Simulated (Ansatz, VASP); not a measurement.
## One calculation of InP, two programs

INCAR

```
SYSTEM = InP
PREC = Accurate
ENCUT = 520
EDIFF = 1E-6
ISMEAR = -1
SIGMA = 0.05
LREAL = .FALSE.
LASPH = .TRUE.
NELM = 100
ALGO = Normal
ISIF = 2
LWAVE = .FALSE.
LCHARG = .FALSE.
METAGGA = R2SCAN
LMIXTAU = .TRUE.
```

File KPOINTS:

```
Automatic mesh
0
G
  8 8 8
  0 0 0
```

POSCAR

```
InP
1.0
    0.0000000000      2.7314127370      2.7314127370
    2.7314127370      0.0000000000      2.7314127370
    2.7314127370      2.7314127370      0.0000000000
In P
1 1
Direct
    0.0000000000      0.0000000000      0.0000000000
    0.5000000000      0.5000000000      0.5000000000
```

Contents of input.yaml:

```yaml
crystal:
  lattice:
    - [0.0, 2.731412737, 2.731412737]
    - [2.731412737, 0.0, 2.731412737]
    - [2.731412737, 2.731412737, 0.0]
  atoms:
    - { symbol: In, position: [0.0, 0.0, 0.0] }
    - { symbol: P, position: [0.5, 0.5, 0.5] }
hamiltonian:
  xc: r2scan
  pseudopotentials: { kind: paw }
kpoints:
  mp_grid: { grid: [8, 8, 8] }
scf:
  occupations: { method: fermi_dirac, width: 0.05 }
output:
  forces: true
  stress: true
  eigenvalues: true
```

Change from the starting cell: volume scaled by 0.96.

Alike in both runs: task single point; functional r2SCAN; k mesh 8 × 8 × 8; occupations fermi-dirac, width 0.05 eV; no spin polarisation.

|  | VASP | Ansatz |
| --- | --- | --- |
| version | VASP 6.6.1 | Ansatz 0.2.0 |
| potentials or method | VASP PAW PBE potentials, release 64 (In_d, P) | Ansatz PAW |
| plane-wave cutoff (eV) | 520 | 500 |
| valence electrons in the cell | 18 | 18 |

```csv
,VASP,Ansatz,Ansatz less VASP
gap on the k mesh at the Fermi level (eV),none,none,-
pressure (GPa),1.5,1.4,-0.09
```

A gap of «none» marks a metal or a gap that the smearing closes. With one functional, cell and mesh, what is left measures potentials, basis and numerics.

Caveats: the PAW data sets were made with another functional, which shifts forces and pressure a little (VASP); the PAW data sets come from PBE, with cores solved anew for the run's functional, which leaves a small shift of forces and pressure (Ansatz).
